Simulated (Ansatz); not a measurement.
**Rh: a prediction, then the measurements**

Level of theory: DFT PBE, scalar-relativistic, plane waves, PAW in Ansatz 0.2.0.

Plane waves to 420 eV, a k mesh through Γ of 18×18×18 on the computed 1-atom cell and Gaussian smearing (0.10 eV); no spin polarisation.

Relaxed structure, symmetry kept:

```cif
data_structure
_symmetry_space_group_name_H-M 'Fm-3m'
_symmetry_Int_Tables_number 225
_cell_length_a 3.8300
_cell_length_b 3.8300
_cell_length_c 3.8300
_cell_angle_alpha 90.000
_cell_angle_beta 90.000
_cell_angle_gamma 90.000
_cell_volume 56.18
loop_
_atom_site_label
_atom_site_type_symbol
_atom_site_symmetry_multiplicity
_atom_site_Wyckoff_symbol
_atom_site_fract_x
_atom_site_fract_y
_atom_site_fract_z
_atom_site_occupancy
Rh1 Rh 4 a 0.00000 0.00000 0.00000 1
```

| Property | Result |
| --- | --- |
| Space group | Fm-3m (No. 225) |
| Volume per atom | 14.05 Å³ |
| Formation energy from the elements' standard states (uncorrected) | 0.000 eV/atom |
| Kohn–Sham band gap | none (metal) |
| Density of states at the Fermi level | 1.34 states/eV per cell |
| Löwdin character within 0.5 eV of the Fermi level | Rh 4d 96 % |
| Bulk modulus | 257 GPa |
| Its pressure derivative | 5.2 |
| Bader charges (e) | Rh (1 in the cell) 0.00 |

**Measured values to compare with.**

From “Strong-coupling superconductivity of SrIr2 and SrRh2: Phonon engineering of metallic Ir and Rh”, 2021, arxiv:2108.03692, for a bulk crystal of Rh: lattice constant a 3.803 Å.

From “Thermal equation of state of rhodium characterized by XRD in a resistively heated diamond anvil cell”, 2024, pmc:11535440, for a bulk crystal of Rh: bulk modulus 264 ± 1 GPa.

Against the measured lattice constant a of Rh, 3.803 Å (quoted in the paper above), the calculated 3.830 Å is off by +0.7 %. The calculation is for 0 K without zero-point motion. Measured bulk modulus of Rh: 264 GPa (quoted in the paper above). This calculation gives 257 GPa (-2.5 %).